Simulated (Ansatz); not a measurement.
Crystal: Gd.

```xyz
1
Lattice="-2.0250 2.0250 2.0250 2.0250 -2.0250 2.0250 2.0250 2.0250 -2.0250" Properties=species:S:1:pos:R:3 pbc="T T T"
Gd    0.0000    0.0000    0.0000
```

This isn't the form of Gd at room conditions, which is hcp.

Base run:

| Item | Value |
| --- | --- |
| Program | Ansatz 0.2.0 |
| Functional | revPBE |
| Potentials or basis | Ansatz PAW |
| Cutoff | 420 eV (not typed: the program's choice for these potentials) |
| k mesh | 7 × 7 × 7 |
| Occupations | fermi-dirac, width 0.05 eV |
| Spin | collinear spin, ferromagnetic start |
| Starting moments | [7.0] μB |

Its results: band gap on the k mesh none (metal or under the smearing width); pressure 1.2 GPa; net moment 7.64 μB per cell; site moments Gd +7.34 μB.

The run is repeated on the same cell with these changes: functional from revPBE to RPBE. What comes out?

Band gap on the k mesh none (metal or under the smearing width); pressure 1.7 GPa; net moment 7.65 μB per cell; site moments Gd +7.35 μB.

Caveats: spin-orbit coupling is left out, which moves the levels of the heavy elements; the PAW data sets come from PBE, with cores solved anew for the run's functional, which leaves a small shift of forces and pressure.
